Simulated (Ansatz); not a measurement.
The system is TiTe.

```xyz
2
Lattice="0.0000 3.0501 3.0501 3.0501 0.0000 3.0501 3.0501 3.0501 0.0000" Properties=species:S:1:pos:R:3 pbc="T T T"
Ti    3.0501    3.0501    3.0501
Te    0.0000    0.0000    0.0000
```

The cell comes from a database or a generator and needn't be the stable form of this composition.

Base run:

```yaml
Program: Ansatz 0.2.0
Functional: r2SCAN
Potentials_or_basis: Ansatz PAW
Cutoff: "500 eV (not typed: the program's choice for these potentials)"
k_mesh: 8 × 8 × 8
Occupations: fermi-dirac, width 0.05 eV
Spin: no spin polarisation
Hubbard_terms: Ti d U = 8 eV
```

Its results: band gap on the k mesh none (metal or under the smearing width); pressure -4.6 GPa.

After a change of settings the same cell gave: band gap on the k mesh none (metal or under the smearing width); pressure -6.3 GPa. Which change was it?
A. hubbard terms from Ti d U = 8 eV to Ti d U = 4 eV
B. hubbard terms from Ti d U = 8 eV to none; hubbard projectors from ortho-atomic (the default) to none
C. hubbard terms from Ti d U = 8 eV to Ti d U = 6 eV

C.

Caveats: U without spin polarisation on a metal has little footing; the PAW data sets come from PBE, with cores solved anew for the run's functional, which leaves a small shift of forces and pressure; the U is typed as a test and isn't derived for this compound.

Runs at the PBE level aren't shown here.
